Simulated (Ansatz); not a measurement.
Runs of Ansatz 0.2.0 on SiC. It takes space group P6_3mc (No. 186, hexagonal). Conventional cell: a = 3.076 Å, b = 3.076 Å, c = 10.071 Å, α = 90.00°, β = 90.00°, γ = 120.00°. Around Si (site symmetry 3m) lie 4 C at 1.88 to 1.89 Å. Around Si (site symmetry 3m) lie 4 C at 1.88 to 1.89 Å. Around C (site symmetry 3m) lie 4 Si at 1.88 to 1.89 Å. C (site symmetry 3m) has 4 Si at 1.88 to 1.89 Å as nearest neighbours. The cell is a database's computed one.

```csv
task,level,potentials or basis,cell,k mesh,cutoff (eV),gap on the mesh (eV),pressure (GPa),V0 of scaled cells (Å³/atom),relaxed volume (Å³/atom),B0 (GPa)
equation of state,SVWN5,Ansatz PAW,as given,10 × 10 × 3,420,-,-,10.13,-,230
relaxation of cell and atoms,r2SCAN,Ansatz PAW,relaxed,10 × 10 × 3,500,(c),0.0,-,10.33,-
single point,PBE,Ansatz PAW,as given,14 × 14 × 4,420,(a),3.9,-,-,-
equation of state,PBE,PseudoDojo standard,as given,10 × 10 × 3,1116,-,-,10.50,-,212
relaxation of cell and atoms,RPBE,Ansatz PAW,relaxed,10 × 10 × 3,420,2.24,0.0,-,(b),-
```

Alike in all rows: no spin polarisation; smearing fermi-dirac 0.05 eV.

Q: Estimate the missing entries.

A: (a) 2.23; (b) 10.66; (c) 2.60.

Caveats: the cell was scaled at fixed shape and fractional positions, which overstates the stiffness of a crystal with free parameters, most of all of layers and chains (some runs); odd divisions of the mesh miss points on the zone boundary, where band edges often lie, so the gap on the mesh can be too wide (some runs); the plane-wave basis is chosen anew once the cell has moved, so the energies of steps on either side of that aren't comparable (some runs); the PAW data sets come from PBE, with cores solved anew for the run's functional, which leaves a small shift of forces and pressure (some runs).

A k mesh can miss the band edges.
